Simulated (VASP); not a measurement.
# SnTe: forms and broadenings of the independent-particle spectrum

SnTe, F-43m (no. 216), 2 atoms in the cell. PBE, independent-particle dielectric function; PAW potentials Te, Sn_d (PBE set).

## Input

INCAR.step1:
```
SYSTEM = SnTe
EDIFF = 1E-8
ENCUT = 280
ISMEAR = 0
KPAR = 4
LASPH = .True.
LCHARG = .False.
LEPSILON = .True.
LWAVE = .False.
PREC = Accurate
SIGMA = 0.02
```

INCAR.step2, as INCAR.step1 but for:
```
- LEPSILON = .True.
- LWAVE = .False.
+ LWAVE = .True.
+ NBANDS = 42
```

INCAR.step3:
```
SYSTEM = SnTe
ALGO = None
CSHIFT = 0.1
EDIFF = 1E-7
ENCUT = 280
ISMEAR = 0
ISTART = 1
KPAR = 4
LASPH = .True.
LCHARG = .False.
LOPTICS = .True.
LWAVE = .False.
NBANDS = 42
NEDOS = 2000
NELM = 1
PREC = Accurate
SIGMA = 0.02
```

INCAR.step4, as INCAR.step3 but for:
```
+ LNABLA = .True.
```

INCAR.step5, as INCAR.step4 but for:
```
- LNABLA = .True.
+ IPEAD = 2
+ LPEAD = .True.
```

INCAR.step6, as INCAR.step5 but for:
```
- IPEAD = 2
+ IPEAD = 3
```

INCAR.step7 changes the same tag again: IPEAD = 4.

INCAR.step8, as INCAR.step7 but for:
```
- CSHIFT = 0.1
- IPEAD = 4
- LPEAD = .True.
+ CSHIFT = 0.2
```

INCAR.step9, as INCAR.step8 but for:
```
- CSHIFT = 0.2
+ CSHIFT = 0.03
```

INCAR.step10 changes the same tag again: CSHIFT = 0.05.

INCAR.step11, as INCAR.step10 but for:
```
- CSHIFT = 0.05
- ISMEAR = 0
+ CSHIFT = 0.1
+ ISMEAR = -5
```

INCAR.step12, as INCAR.step11 but for:
```
- ISMEAR = -5
- SIGMA = 0.02
+ ISMEAR = 0
+ SIGMA = 0.2
```

INCAR.step13, as INCAR.step12 but for:
```
- SIGMA = 0.2
+ OMEGAMAX = 12
+ SIGMA = 0.02
```

INCAR.step14, as INCAR.step13 but for:
```
- OMEGAMAX = 12
+ OMEGAMAX = 60
```

KPOINTS:
```
k-points
0
Gamma
  10 10 10
```

POSCAR:
```
SnTe
1.0
    0.0000000000      3.6111460000      3.6111460000
    3.6111460000      0.0000000000      3.6111460000
    3.6111460000      3.6111460000      0.0000000000
Te Sn
1 1
Direct
    0.2500000000      0.2500000000      0.2500000000
    0.0000000000      0.0000000000      0.0000000000
```

Commands (each step's output is kept before the next begins):
```
cat potpaw_PBE.64/Te/POTCAR potpaw_PBE.64/Sn_d/POTCAR > POTCAR
cp INCAR.step1 INCAR
mpirun -np 4 vasp_std > vasp.out
rm WAVECAR CHG
cp INCAR.step2 INCAR
mpirun -np 4 vasp_std > vasp.out
cp INCAR.step3 INCAR
mpirun -np 4 vasp_std > vasp.out
cp INCAR.step4 INCAR
mpirun -np 4 vasp_std > vasp.out
cp INCAR.step5 INCAR
mpirun -np 4 vasp_std > vasp.out
cp INCAR.step6 INCAR
mpirun -np 4 vasp_std > vasp.out
cp INCAR.step7 INCAR
mpirun -np 4 vasp_std > vasp.out
cp INCAR.step8 INCAR
mpirun -np 4 vasp_std > vasp.out
cp INCAR.step9 INCAR
mpirun -np 4 vasp_std > vasp.out
cp INCAR.step10 INCAR
mpirun -np 4 vasp_std > vasp.out
cp INCAR.step11 INCAR
mpirun -np 4 vasp_std > vasp.out
cp INCAR.step12 INCAR
mpirun -np 4 vasp_std > vasp.out
cp INCAR.step13 INCAR
mpirun -np 4 vasp_std > vasp.out
cp INCAR.step14 INCAR
mpirun -np 4 vasp_std > vasp.out
```

## Result

- Direct gap on the mesh (eV): 0.80
- Gap on the mesh (eV): 0.16
- Bands: 42

One ground state, settings moved in the last step alone:

| Settings | ε at zero frequency | Mean energy of the absorption, weighted by Im ε (eV) | Time (s) |
|---|---|---|---|
| longitudinal form, CSHIFT 0.1 | 14.02 | 3.91 | 8 |
| transversal form (LNABLA) | 14.19 | 3.96 | 7 |
| finite differences (LPEAD), order 2 | 13.59 | 3.94 | 17 |
| finite differences (LPEAD), order 3 | 13.81 | 3.92 | 21 |
| finite differences (LPEAD), order 4 | 13.88 | 3.92 | 22 |
| CSHIFT 0.2 | 13.88 | 3.96 | 7 |
| CSHIFT 0.03 | 14.06 | 3.88 | 7 |
| CSHIFT 0.05 | 14.06 | 3.89 | 7 |
| tetrahedron method | 13.66 | 3.94 | 7 |
| SIGMA 0.2 | 13.93 | 3.92 | 9 |
| OMEGAMAX 12, which cuts the spectrum short | 13.91 | 3.90 | 7 |
| OMEGAMAX 60 | 14.02 | 3.91 | 7 |

The mean energy covers the spectrum up to 12 eV.

On the same mesh, density-functional perturbation theory with local fields gives ε = 12.77.

Limits: Spin-orbit coupling is left out, which can matter with atoms this heavy.

VASP 6.6.1 took 326 s on 4 cores (Intel Xeon Platinum 8175M @ 2.50GHz (Skylake/Cascade Lake)), a shared host.
